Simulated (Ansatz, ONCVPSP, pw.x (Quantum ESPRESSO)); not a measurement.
# hafnium (Hf): does the ONCV potential hold in the solid?

```
Element                 : hafnium
Generator               : ONCVPSP 4.0.1
Type                    : optimised norm-conserving Vanderbilt (ONCV)
Functional              : PBE
Relativity              : scalar-relativistic
Frozen core             : [Kr] 4d10 4f14
Valence charge          : 12
Reference configuration : 5s2 5p6 5d2 6s2
Partial waves           : 5s+6s: rc 1.90 bohr, ncon 5, nbas 8, qcut 6.4 1/bohr, 2 projectors; 5p: rc 2.05 bohr, ncon 4, nbas 7, qcut 7.7 1/bohr, 2 projectors, debl 2.5 Ha; 5d: rc 1.80 bohr, ncon 3, nbas 6, qcut 6.3 1/bohr, 2 projectors, debl 3 Ha
Local potential         : polynomial inside 1.45 bohr (lpopt 5, dvloc0 0 Ha)
Core correction         : Teter function, fcfact 3.5, rcfact 1.8
```

Atomic tests: cutoffs needed: 17 Ha and 21 Ha (the cutoffs (Ha) at which the residual kinetic energy of the hardest occupied pseudo-wave falls to 1 and 0.1 mHa per electron); ghost test: no bound ghost flagged; no localised positive-energy state flagged; configuration tests: 1 of 4 tests not solved or not reliable.

Crystal test: fcc Hf in pw.x 7.5, no spin, 13³ k-points, Fermi–Dirac smearing 0.01 Ry, cutoffs 50/200 Ry. The reference is all-electron LAPW (Ansatz 0.2.0) with the same functional, mesh and smearing; V0 and B0 come from Birch–Murnaghan fits to the pressures at five volumes. Errors are pseudo minus all-electron; Δ is the rms difference of the E(V) curves that follow from these fits, minima aligned, over ±6 % about the mean V0. Mesh and smearing are coarse, so the numbers serve the comparison and aren't converged zero-temperature values; the lattice is a test structure that the element need not adopt.

```json
{"V (Å³/atom)": "21.547", "P all-electron (GPa)": "5.40", "P pseudo (GPa)": "4.54"}
{"V (Å³/atom)": "22.114", "P all-electron (GPa)": "2.43", "P pseudo (GPa)": "1.63"}
{"V (Å³/atom)": "22.681", "P all-electron (GPa)": "-0.23", "P pseudo (GPa)": "-0.99"}
{"V (Å³/atom)": "23.248", "P all-electron (GPa)": "-2.62", "P pseudo (GPa)": "-3.33"}
{"V (Å³/atom)": "23.815", "P all-electron (GPa)": "-4.76", "P pseudo (GPa)": "-5.44"}
```

All-electron: a0 = 4.490 Å (V0 = 22.63 Å³/atom), B0 = 101.6 GPa.

Pseudopotential: mean pressure error (GPa): -0.76; a0 (Å): 4.479; a0 error (%): -0.25; B0 error (%): +0.7; Δ (meV/atom): 3.8. Atomic configuration tests: 1 of 4 tests not solved or not reliable.

Problem. At the middle volume, how do free energy and pressure move when the wave cutoff is lowered (ecutrho kept at four times it)?

Solution.

```tsv
cutoff (Ry)	shift of F (meV/atom)	shift of P (GPa)
22	+1777.6	-37.70
30	+277.3	-10.35
40	+9.6	-0.69
```

The 8 pw.x runs together took about 72 s on one core of a shared server CPU.
